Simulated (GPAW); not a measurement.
Runs of GPAW 26.7.0 on GaP. Symmetry: F-43m, No. 216, cubic system. The conventional cell has a = 5.450 Å, b = 5.450 Å, c = 5.450 Å, α = 90.00°, β = 90.00°, γ = 90.00°. Ga (site symmetry -43m) is surrounded by 4 P at 2.36 Å. P (site symmetry -43m) is surrounded by 4 Ga at 2.36 Å. 

```tsv
task	level	potentials or basis	spin	k mesh	band path	band points	spin axis theta (degrees)	spin axis phi (degrees)	soc after scf	mesh quality	gap on the mesh (eV)	V0 of scaled cells (Å³/atom)	B0 (GPa)
equation of state	PW91	PAW data sets generated in the run's folder for this functional, pw	off	8 × 8 × 8	-	-	-	-	-	not flagged	-	21.24	(b)
band structure	LDA	the program's PAW data sets (release 1.2.1) made for this functional, pw	SOC, no magnetisation	8 × 8 × 8	GXWKGLUWLK,UX	100	90	0	second variation	not flagged	1.48	-	-
equation of state	RPBE+D3	the program's PAW data sets (release 1.2.1) made for this functional, pw	off	8 × 8 × 8	-	-	-	-	-	not flagged	-	21.08	(c)
equation of state	PBEsol+D4	PAW data sets generated in the run's folder for this functional, pw	off	8 × 8 × 8	-	-	-	-	-	not flagged	-	20.20	92
band structure	LDA	the program's PAW data sets (release 1.2.1) made for this functional, pw	non-collinear, zero start, SOC	4 × 4 × 4	GXWKGLUWLK,UX	60	-	-	-	coarse	(a)	-	-
equation of state	vdW-DF-cx	GPAW PAW data sets (gpaw-data 1.2.1), pw	off	8 × 8 × 8	-	-	-	-	-	not flagged	-	20.91	85
```

Alike in all rows: cell as given; cutoff (eV) 600; smearing fermi-dirac 0.05 eV.

**Question.** Estimate the missing entries.

**Answer.** (a) 1.44; (b) 80; (c) 82.

Caveats: some runs use coarse meshes; the data sets keep Ga 3d, Li 1s and Be 1s frozen, and some such compounds lay over 1.5 % in volume off other programs (some runs); this program's spin-orbit splittings come out too wide for heavy elements (some runs); spin-orbit coupling was added after a scalar SCF, so levels and gaps hold it while energy, forces, pressure and moments don't (some runs); the PAW data sets were made with another functional, which shifts forces and pressure a little (some runs).

A k mesh can miss the band edges, and rows without SOC leave out spin-orbit coupling on Ga.

Runs at the PBE level aren't shown here.
